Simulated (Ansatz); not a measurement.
# Cr (Im-3m) in Ansatz: a series of runs, part 2 of 2

Ansatz 0.2.0.

### Step 5. Elastic constants, PBE, collinear spin, ferromagnetic start

input.yaml reads:

```yaml
crystal:
  lattice:
    - [-1.4844496776, 1.4844496776, 1.4844496776]
    - [1.4844496776, -1.4844496776, 1.4844496776]
    - [1.4844496776, 1.4844496776, -1.4844496776]
  atoms:
    - { symbol: Cr, position: [0.0, 0.0, 0.0], spin: 3.0 }
hamiltonian:
  xc: pbe
  pseudopotentials: { kind: paw }
magnetization:
  spin_polarized: true
kpoints:
  mp_grid: { grid: [9, 9, 9] }
scf:
  occupations: { method: fermi_dirac, width: 0.05 }
output:
  forces: true
  stress: true
elastic:
  mode: relaxed_ion
  stencil: two_point
```

Command:

```
> ansatz run input.yaml --threads 2 --pin off --max-ram 5632MiB --backend cpu --events-out ev --progress --plain --runs-dir out
```

Wall time 3.5 s (2 threads of Intel Xeon at 2.70GHz, shared host); peak memory 0.34 GiB.

It converged, with:

- Free energy: -3377.6163 eV
- Pressure: -24.8 GPa
- Band gap on the k mesh: none (metal or under the smearing width)
- Net moment: 0.00 μB per cell
- Absolute moment: 0.00 μB per cell
- Elastic constants C11, C12, C44: 317, 59, 62 GPa
- Voigt bulk modulus: 145 GPa

Levels at points of the mesh, in eV from the Fermi level:
Spin up:
| k point | band 3 | band 4 | band 5 | band 6 | band 7 | band 8 | band 9 | band 10 | band 11 |
| --- | --- | --- | --- | --- | --- | --- | --- | --- | --- |
| (0.00, 0.00, 0.00) | -42.85 | -42.85 | -7.46 | -0.80 | -0.80 | -0.80 | 0.96 | 0.96 | 21.27 |
Spin down:
```tsv
k point	band 5	band 6	band 7	band 8	band 9	band 10
(0.00, 0.00, 0.00)	-7.46	-0.80	-0.80	-0.80	0.96	0.96
```

Elastic tensor in Voigt notation (GPa, in the Cartesian axes of the cell as first typed):
```
317  59  59   0   0   0
 59 317  59   0   0   0
 59  59 317   0   0   0
  0   0   0  62   0   0
  0   0   0   0  62   0
  0   0   0   0   0  62
```

Caveat: the cell is more than 3 GPa from zero pressure, which shifts response properties; the starting moments collapsed, and a magnetic state may lie lower; elastic constants of metals need much finer meshes, so these are rough; so large a pressure means that the cell lies far from this level's equilibrium, or that cutoff or potentials fall short.

### Step 6. Band structure, RPBE, collinear spin, ferromagnetic start

input.yaml reads:

```yaml
crystal:
  lattice:
    - [-1.4844496776, 1.4844496776, 1.4844496776]
    - [1.4844496776, -1.4844496776, 1.4844496776]
    - [1.4844496776, 1.4844496776, -1.4844496776]
  atoms:
    - { symbol: Cr, position: [0.0, 0.0, 0.0], spin: 3.0 }
hamiltonian:
  xc: rpbe
  pseudopotentials: { kind: paw }
magnetization:
  spin_polarized: true
kpoints:
  mp_grid: { grid: [12, 12, 12] }
  band_path:
    path:
      - [[0.0, 0.0, 0.0], [0.5, -0.5, 0.5], [0.0, 0.0, 0.5], [0.0, 0.0, 0.0], [0.25, 0.25, 0.25], [0.5, -0.5, 0.5]]
      - [[0.25, 0.25, 0.25], [0.0, 0.0, 0.5]]
    npoints: 14
scf:
  occupations: { method: fermi_dirac, width: 0.05 }
  n_extra_bands: 6
output:
  forces: true
  stress: true
  eigenvalues: true
  fatbands: false
```

Potentials or basis: Ansatz PAW.

Command:

```
> ansatz run input.yaml --threads 2 --pin off --max-ram 5632MiB --backend cpu --events-out ev --progress --plain --runs-dir out
```

The program printed:

```text
Warning: RAYON_NUM_THREADS=2 ignored (pool sized by the plan → 2); use --threads N
scf.n_extra_bands = 6 over 7 filled bands (N_el = 14.0): the run solves 13 bands
Engine: ansatz 0.2.0, x86_64-unknown-linux-gnu
Pseudopotentials: kind: paw
Pseudopotential: Cr, paw, valence charge 14, recommended cutoff 420 eV (normal), Cr.paw.azcp
Functional definition: RPBE
  parameter kappa = 0.804
  parameter beta = 0.06672455060314922
  exchange = rpbe_x(kappa = kappa, mu = beta*pi^2/3)
  correlation = pbe_c(beta = beta)
Crystal: 1 atoms, lattice volume = 13.084 Å³
Basis set: ecut = 420 eV, 249 PW (Γ), exchange–correlation on 36×36×36 points (8 copies of the dense FFT grid, shifted against one another)
Bands: 13, of which v1, the nominal top of the filled ones, is band 7 counted from 1 (6 counted from 0)
Symmetry: 48 space group operations
Space group: Im-3m (ITA 229), of the structure as read, at distance tolerance 2.4e-5 Å
Magnetic group: BNS 229.140 (UNI 1642), of the structure as read, at distance tolerance 2.4e-5 Å
k-points: 72 of 1728
[... 37 lines left out ...]
  E_band       = -179.200669
  E_kinetic    = 340.063308
  E_local      = -1281.435970  (includes V_loc(G=0)·N_el)
  E_nonlocal   = 76.678315
  E_hartree    = 550.071531
  E_xc         = -139.203330
  E_vxc        = -177.215135  (∫ρ·V_xc dr)
  E_paw        = -1198.473870  (= ΣΔE_a)
  E_vpaw       = -237.434581  (= ΣTr[D̂ρ^β])
  E_aug_tail   = 0.000311  (compensation charges beyond the density's cutoff)
  E_ewald      = -1729.785753
  E_core_change = -0.050776  (= ΣΔE_core)
  E_smearing   = -0.006034  (= −TS)
  E_closure    = 0.000000  (closes the sum)
  Σ components = -3382.142267   (vs F -3382.142267, Δ=0.00e0)
--- Forces (eV/Å), atoms counted from 1 ---
  atom   1  Cr     0.00000000     0.00000000     0.00000000
  max |Σ_I F_I| component: 1.85e-32 eV/Å
--- Stress (GPa, compression-positive) ---
      -20.349927       0.000000       0.000000
       -0.000000     -20.349927       0.000000
       -0.000000       0.000000     -20.349927
  P = ⅓ Tr σ = -20.3499 GPa (-203.499 kbar)
--- Band table (eV; the first three rows and the last of 144) ---
  k-point 0 ↑: bands = ["-55.1051", "-25.9912", "-25.9912", "-25.9912", "9.4522", "16.1365", "16.1365", "16.1365", "17.9135", "17.9135", "38.1542", "38.1542", "38.1542"]
  k-point 1 ↑: bands = ["-55.0968", "-26.0336", "-26.0047", "-25.9914", "9.7242", "16.0398", "16.1182", "16.3104", "17.8118", "17.9210", "37.2522", "37.9782", "38.2520"]
  k-point 2 ↑: bands = ["-55.0740", "-26.1485", "-26.0414", "-25.9918", "10.4953", "15.7832", "16.0136", "16.8054", "17.6436", "17.9487", "35.0301", "37.1189", "38.4876"]
  k-point 71 ↓: bands = ["-54.8914", "-26.4213", "-26.4213", "-26.4213", "13.2917", "13.2917", "18.9627", "18.9627", "18.9627", "26.4114", "26.4114", "26.4114", "32.4845"]
```

Run time: 2.3 s. Hardware: 2 threads of Intel Xeon at 2.70GHz, shared host; peak memory 0.31 GiB.

Results:

* Free energy: -3382.1423 eV
* Pressure: -20.3 GPa
* Band gap on the k mesh: none (metal or under the smearing width)
* Net moment: 0.00 μB per cell
* Absolute moment: 0.00 μB per cell

Levels at the corners of the path, in eV from the Fermi level:
Spin up:
```
point  band 4  band 5  band 6  band 7  band 8  band 9  band 10  band 11
    Γ  -42.84   -7.40   -0.71   -0.71   -0.71    1.07     1.07    21.31
    H  -43.27   -3.56   -3.56    2.11    2.11    2.11     9.56     9.56
    N  -42.84   -3.82   -2.02    0.85    1.04    1.34     2.44     8.56
    Γ  -42.84   -7.40   -0.71   -0.71   -0.71    1.07     1.07    21.31
    P  -43.14   -2.00   -2.00   -2.00    1.39    1.39     9.15     9.15
    H  -43.27   -3.56   -3.56    2.11    2.11    2.11     9.56     9.56
    P  -43.14   -2.00   -2.00   -2.00    1.39    1.39     9.15     9.15
    N  -42.84   -3.82   -2.02    0.85    1.04    1.34     2.44     8.56
```
Spin down:
| point | band 5 | band 6 | band 7 | band 8 | band 9 | band 10 |
| --- | --- | --- | --- | --- | --- | --- |
| Γ | -7.40 | -0.71 | -0.71 | -0.71 | 1.07 | 1.07 |
| H | -3.56 | -3.56 | 2.11 | 2.11 | 2.11 | 9.56 |
| N | -3.82 | -2.02 | 0.85 | 1.04 | 1.34 | 2.44 |
| Γ | -7.40 | -0.71 | -0.71 | -0.71 | 1.07 | 1.07 |
| P | -2.00 | -2.00 | -2.00 | 1.39 | 1.39 | 9.15 |
| H | -3.56 | -3.56 | 2.11 | 2.11 | 2.11 | 9.56 |
| P | -2.00 | -2.00 | -2.00 | 1.39 | 1.39 | 9.15 |
| N | -3.82 | -2.02 | 0.85 | 1.04 | 1.34 | 2.44 |

Caveat: the starting moments collapsed, and a magnetic state may lie lower; so large a pressure means that the cell lies far from this level's equilibrium, or that cutoff or potentials fall short; the PAW data sets come from PBE, with cores solved anew for the run's functional, which leaves a small shift of forces and pressure; the starting moments weren't kept.
